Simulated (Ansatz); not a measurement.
Au:

```xyz
1
Lattice="0.0000 2.0350 2.0350 2.0350 0.0000 2.0350 2.0350 2.0350 0.0000" Properties=species:S:1:pos:R:3 pbc="T T T"
Au    0.0000    0.0000    0.0000
```

- Program: Ansatz 0.2.0
- Task: relaxation of cell and atoms
- Functional: revPBE
- Potentials or basis: all-electron LAPW, scalar-relativistic
- Basis error allowed: 0.001 eV/atom
- k mesh: 11 × 11 × 11
- Occupations: fermi-dirac, width 0.05 eV
- Spin: no spin polarisation

At the start: volume 16.85 Å³/atom.

Problem. Where does the relaxation end?

Solution. Over 6 steps the energy falls by 57.1 meV/atom and the volume is 18.33 Å³/atom (+8.7 %); space group Fm-3m (No. 225, to 0.05 Å).

The path:
| step | energy change (eV) | largest force (eV/Å) | volume (Å³) |
| --- | --- | --- | --- |
| 1 | 0.0000 | 0.0000 | 16.85 |
| 2 | -0.0336 | 0.0000 | 19.44 |
| 3 | -0.0561 | 0.0000 | 18.55 |
| 4 | -0.0571 | 0.0000 | 18.29 |
| 5 | -0.0571 | 0.0000 | 18.33 |
| 6 | -0.0571 | 0.0000 | 18.33 |

Final structure:
```cif
data_structure
_symmetry_space_group_name_H-M 'P 1'
_symmetry_Int_Tables_number 1
_cell_length_a 2.9593
_cell_length_b 2.9593
_cell_length_c 2.9593
_cell_angle_alpha 60.000
_cell_angle_beta 60.000
_cell_angle_gamma 60.000
_cell_volume 18.33
loop_
_atom_site_label
_atom_site_type_symbol
_atom_site_fract_x
_atom_site_fract_y
_atom_site_fract_z
_atom_site_occupancy
Au1 Au 0.00000 0.00000 0.00000 1
```
